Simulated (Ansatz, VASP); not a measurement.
**Nb in VASP and in Ansatz**

Contents of INCAR:

```
SYSTEM = Nb
PREC     = Accurate       ! precision mode
ENCUT    = 520            ! plane-wave cutoff, eV
EDIFF    = 1E-6           ! SCF threshold, eV
ISMEAR   = 0              ! smearing method
SIGMA    = 0.15           ! smearing width, eV
LREAL    = .FALSE.        ! projectors in reciprocal space
LASPH    = .TRUE.         ! aspherical terms in the spheres
NELM     = 100            ! most SCF steps
ALGO     = Fast           ! electronic algorithm
ISIF     = 2              ! what is computed and relaxed
LWAVE    = .FALSE.        ! write WAVECAR
LCHARG   = .TRUE.         ! write CHGCAR
LELF     = .TRUE.         ! ELF
LVHAR    = .TRUE.       
NBANDS   = 12             ! bands
```

KPOINTS

```
regular mesh
0
G
  20 20 20
  0 0 0
```

The input POSCAR:

```
Nb
1.0
   -1.6639500000      1.8511443750      1.6639500000
    1.6639500000     -1.8511443750      1.6639500000
    1.6639500000      1.8511443750     -1.6639500000
Nb
1
Direct
    0.0000000000      0.0000000000      0.0000000000
```

Input for Ansatz:

```yaml
crystal:
  lattice:
    - [-1.66395, 1.851144375, 1.66395]
    - [1.66395, -1.851144375, 1.66395]
    - [1.66395, 1.851144375, -1.66395]
  atoms:
    - { symbol: Nb, position: [0.0, 0.0, 0.0] }
basis:
  ecutwfc: 420
kpoints:
  mp_grid: { grid: [20, 20, 20] }
hamiltonian:
  xc: lda
scf:
  occupations: { method: gaussian, width: 0.15 }
output:
  forces: true
  stress: true
  eigenvalues: true
```

Change from the starting cell: strain +0.1125 x Voigt [0, 1, 0, 0, 0, 0], atoms carried along.

Alike in both runs: task single point; functional LDA; k mesh 20 × 20 × 20; occupations gaussian, width 0.15 eV; no spin polarisation.

|  | VASP | Ansatz |
| --- | --- | --- |
| version | VASP 6.6.1 | Ansatz 0.2.0 |
| potentials or method | VASP PAW LDA potentials, release 64 (Nb_sv) | scalar-relativistic, plane waves, PAW |
| plane-wave cutoff (eV) | 520 | 420 |
| valence electrons in the cell | 13 | 13 |

```tsv
	VASP	Ansatz	Ansatz less VASP
gap on the k mesh at the Fermi level (eV)	none	none	-
pressure (GPa)	-23.9	-23.8	+0.11
largest component of the traceless stress (GPa)	5.77	5.77	-0.003
```

A gap of «none» marks a metal or a gap that the smearing closes.

Caveats: so large a pressure means that the cell lies far from this level's equilibrium, or that cutoff or potentials fall short (VASP).
